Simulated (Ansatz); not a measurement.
Wanted: the native input for an Ansatz 0.2.0 run.

- Task: relaxation of cell and atoms
- Functional: PBE
- Potentials or basis: Ansatz PAW
- Cutoff: 420 eV (not typed: the program's choice for these potentials)
- k mesh: 10 × 10 × 8
- Occupations: fermi-dirac, width 0.05 eV
- Spin: no spin polarisation
- Hubbard terms: Hf d U = 1 eV
- Hubbard projectors: ortho-atomic (the default)
- Double counting: fll (the default)

HfB2:

```
CELL_PARAMETERS angstrom
3.14000 0.00000 0.00000
-1.57000 2.71932 0.00000
0.00000 0.00000 3.48000
ATOMIC_POSITIONS crystal
Hf 0.00000 0.00000 0.00000
B 0.66667 0.33333 0.50000
B 0.33333 0.66667 0.50000
```

These files were run (other wordings do the same):

input.yaml

```yaml
crystal:
  lattice:
    - [3.14, 0.0, 0.0]
    - [-1.57, 2.7193197679, 0.0]
    - [0.0, 0.0, 3.48]
  atoms:
    - { symbol: Hf, position: [0.0, 0.0, 0.0] }
    - { symbol: B, position: [0.6666666667, 0.3333333333, 0.5] }
    - { symbol: B, position: [0.3333333333, 0.6666666667, 0.5] }
hamiltonian:
  xc: pbe
  pseudopotentials: { kind: paw }
  hubbard: { sites: [{ species: Hf, l: d, u_eff: 1.0 }] }
kpoints:
  mp_grid: { grid: [10, 10, 8] }
scf:
  occupations: { method: fermi_dirac, width: 0.05 }
output:
  forces: true
  stress: true
  eigenvalues: true
  write_density: true
  write_potential: true
  elf: true
  volumetric_format: npy
relax:
  f_tol: 0.01
  max_steps: 40
  cell: { stress_tol: 0.05 }
```

Potentials or basis: Ansatz PAW.

Run with:

```bash
$ ansatz run input.yaml --threads 2 --pin off --max-ram 5632MiB --backend cpu --events-out ev --progress --plain --runs-dir out
```

It gave:

```json
{"Relaxed volume": "10.00 Å³/atom", "Relaxed cell": "a = 3.145 Å, b = 3.145 Å, c = 3.502 Å, α = 90.00°, β = 90.00°, γ = 120.00°", "Space group after relaxing (to 0.05 Å)": "P6/mmm (No. 191)", "Energy gained by relaxing": "0.8 meV/atom", "Ionic steps": "5", "Pressure after relaxing": "0.0 GPa", "Band gap on the k mesh": "none (metal or under the smearing width)"}
```

Caveat: the plane-wave basis is chosen anew once the cell has moved, so the energies of steps on either side of that aren't comparable; U without spin polarisation on a metal has little footing; the U is typed as a test and isn't derived for this compound.

Wall time 10 s on 2 threads of Arm Neoverse V2, with other jobs on the host, peak memory 0.37 GiB.
